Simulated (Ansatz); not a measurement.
Se (P3_121) from a database structure, relaxed with r2SCAN+rVV10 in Ansatz 0.2.0. The symmetry is P3_121 (No. 152, trigonal); a = 4.293 Å, c = 5.041 Å in the conventional setting, 26.81 Å³ an atom. Se is surrounded by 2 Se at 2.39 Å.

The axes x, y and z are those of this cell:
```
Se
1.0
     4.29266    0.00000    0.00000
    -2.14633    3.71755    0.00000
     0.00000    0.00000    5.04085
Se
3
Direct
  0.22847 0.00000 0.33333
  0.00000 0.22847 0.66667
  0.77153 0.77153 0.00000
```

Unstrained: The PBE gap is indirect, 0.828 eV (k = (0.161, 0.419, -1/2) to H), below the direct gap of 0.959 eV at k = (0.350, 0.300, 1/2). The r2SCAN gap is indirect, 1.064 eV (k = (0.161, 0.419, -1/2) to H), below the direct gap of 1.206 eV at k = (0.350, 0.300, 1/2). With HSE06 the valence top lies at k = (0.161, 0.419, -1/2) and the conduction bottom at H, 1.557 eV higher; the smallest vertical gap, at k = (0.350, 0.300, 1/2), is 1.713 eV. Meshes: PBE 12×12×6, r2SCAN 12×12×6, HSE06 6×6×4. Strains are changes of length per length. After each strain the atoms were relaxed again with r2SCAN+rVV10 within the symmetry that the strain leaves, so tilts or polar shifts that break it weren't tested; points keep the names that they have in the unstrained zone. Spin-unpolarised throughout; all numbers are computed.

**Question.** Apply uniaxial -5.69 % along x, other directions held. How far does the gap move, against the unstrained cell?

**Answer.** PBE: the gap goes from 0.828 to 0.687 eV (-0.141 eV); the edges go from (0.161, 0.419, -1/2) → H to (0.362, 0.220, -0.470) → (0.324, 0.337, -1/2). r2SCAN: the gap goes from 1.064 to 0.917 eV (-0.147 eV); the edges go from (0.161, 0.419, -1/2) → H to (0.362, 0.220, -0.470) → (0.324, 0.337, -1/2). HSE06: the gap goes from 1.557 to 1.376 eV (-0.181 eV); the edges go from (0.161, 0.419, -1/2) → H to (0.362, 0.220, -0.470) → (0.324, 0.337, -1/2).

**Question.** Apply biaxial -3.48 % in x and y, z held. How far does the gap move, against the unstrained cell?

**Answer.** PBE: the gap goes from 0.828 to 0.669 eV (-0.159 eV); the edges go from (0.161, 0.419, -1/2) → H to (0.214, 0.393, -1/2) → H. r2SCAN: the gap goes from 1.064 to 0.902 eV (-0.162 eV); the edges go from (0.161, 0.419, -1/2) → H to (0.214, 0.393, -1/2) → H. HSE06: the gap goes from 1.557 to 1.359 eV (-0.198 eV); the edges go from (0.161, 0.419, -1/2) → H to (0.214, 0.393, -1/2) → H.

**Question.** Apply isotropic -4.82 % on every length. How far does the gap move, against the unstrained cell?

**Answer.** PBE: the gap goes from 0.828 to 0.404 eV (-0.424 eV); the edges go from (0.161, 0.419, -1/2) → H to L → Γ–A (0.96). r2SCAN: the gap goes from 1.064 to 0.605 eV (-0.459 eV); the edges go from (0.161, 0.419, -1/2) → H to L → Γ–A (0.96). HSE06: the gap goes from 1.557 to 1.013 eV (-0.544 eV); the edges go from (0.161, 0.419, -1/2) → H to L → Γ–A (0.96).

**Question.** Estimate what isotropic -5.19 % on every length does to the gap.

**Answer.** PBE: the gap goes from 0.828 to 0.325 eV (-0.503 eV); the edges go from (0.161, 0.419, -1/2) → H to L → Γ–A (0.96). r2SCAN: the gap goes from 1.064 to 0.520 eV (-0.544 eV); the edges go from (0.161, 0.419, -1/2) → H to L → Γ–A (0.96). HSE06: the gap goes from 1.557 to 0.922 eV (-0.635 eV); the edges go from (0.161, 0.419, -1/2) → H to L → Γ–A (0.96).

Spin-orbit coupling is left out.

Where an edge lies off the special points, it is a point of the mesh or the k point where a search put PBE's edge or least direct gap, reused for the other functionals, whose own edges may lie a little apart.

Coordinates of k points refer to the reciprocal vectors of the primitive cell of the runs.

The meshes of the hybrids are coarse, so their gaps aren't converged to the digits shown.
